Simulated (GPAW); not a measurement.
Runs of GPAW 26.7.0 on GaAs. It takes space group F-43m (No. 216, cubic). The conventional cell has a = 5.654 Å, b = 5.654 Å, c = 5.654 Å, α = 90.00°, β = 90.00°, γ = 90.00°. Around As (site symmetry -43m) lie 4 Ga at 2.45 Å. Ga (site symmetry -43m) has 4 As at 2.45 Å as nearest neighbours. 

```csv
task,level,potentials or basis,cell,k mesh,cutoff (eV),smearing,maxiter,k mesh for the Wannier functions,wannier start,wannier functional,wannier space,grid spacing,other keys,gap on the mesh (eV),pressure (GPa)
Wannier functions,revPBE,"the program's PAW data sets (release 1.2.1) made for this functional, pw",as given,8 × 8 × 8,600,fermi-dirac 0.05 eV,100,4 × 4 × 4,orbitals,var,filled bands,-,"several, not listed",0.68,5.8
Born charges,AM05,"PAW data sets generated in the run's folder for this functional, pw",relaxed,5 × 5 × 5,510,fermi-dirac 0.01 eV,150,-,-,-,-,-,-,(a),0.0
phonons,BEEF-vdW,"GPAW PAW data sets (gpaw-data 1.2.1), lcao:dzp",atoms relaxed,8 × 8 × 8,-,fermi-dirac 0.05 eV,100,-,-,-,-,0.2 Å,"several, not listed",0.61,-
Wannier functions,LDA,"PAW data sets generated in the run's folder for this functional, pw",as given,8 × 8 × 8,600,fermi-dirac 0.05 eV,150,5 × 5 × 5,random,std,filled bands,-,-,0.36,(b)
```

Alike in all rows: no spin polarisation.

Problem. Fill in the values left out.

Solution. (a) 0.40; (b) -0.9.

Caveats: the LO-TO splitting is left out (some runs); the cutoff is short for stress and forces, so pressures can be off by a GPa or more (some runs); the PAW data sets were made with another functional, which shifts forces and pressure a little (some runs); the basis of atomic orbitals isn't converged, which shifts pressures, moduli and gaps (some runs).

A k mesh can miss the band edges, and the runs leave out spin-orbit coupling on As, Ga.

Runs at the PBE level aren't shown here.
